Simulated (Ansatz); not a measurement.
# Moving the functional in MgS

The cell as given:

```cif
data_structure
_symmetry_space_group_name_H-M 'F-43m'
_symmetry_Int_Tables_number 216
_cell_length_a 5.6662
_cell_length_b 5.6662
_cell_length_c 5.6662
_cell_angle_alpha 90.000
_cell_angle_beta 90.000
_cell_angle_gamma 90.000
_cell_volume 181.92
loop_
_atom_site_label
_atom_site_type_symbol
_atom_site_symmetry_multiplicity
_atom_site_Wyckoff_symbol
_atom_site_fract_x
_atom_site_fract_y
_atom_site_fract_z
_atom_site_occupancy
S1 S 4 d 0.25000 0.25000 0.75000 1
Mg1 Mg 4 a 0.00000 0.00000 0.00000 1
```

The cell comes from a database or a generator and needn't be the stable form of this composition.

Kept alike: task relaxation of cell and atoms; k mesh 8 × 8 × 8; occupations fermi-dirac, width 0.05 eV; no spin polarisation. Program: Ansatz, all-electron LAPW, scalar-relativistic. The mesh is that of the run's cell of 2 atoms. No spin-orbit coupling.

| run | band gap (eV) | volume (Å³/atom) |
| --- | --- | --- |
| A | 3.367 | 21.874 |
| B | 3.358 | 23.713 |
| C | 3.323 | 22.557 |

Gaps hold for each row's own relaxed cell. The relaxations keep at least the cell's symmetry (F-43m). Relaxations stop with a little pressure left, so the last digits of a volume or edge aren't settled. A gap read on the mesh alone can miss an edge between its points.

Q: The runs differ in the functional alone: BLYP; LDA; PBEsol. Which run is which?

A: Run A is LDA; run B is BLYP; run C is PBEsol. The band gap runs from 3.323 (PBEsol) to 3.367 eV (LDA). The volume runs from 21.874 (LDA) to 23.713 Å³/atom (BLYP).
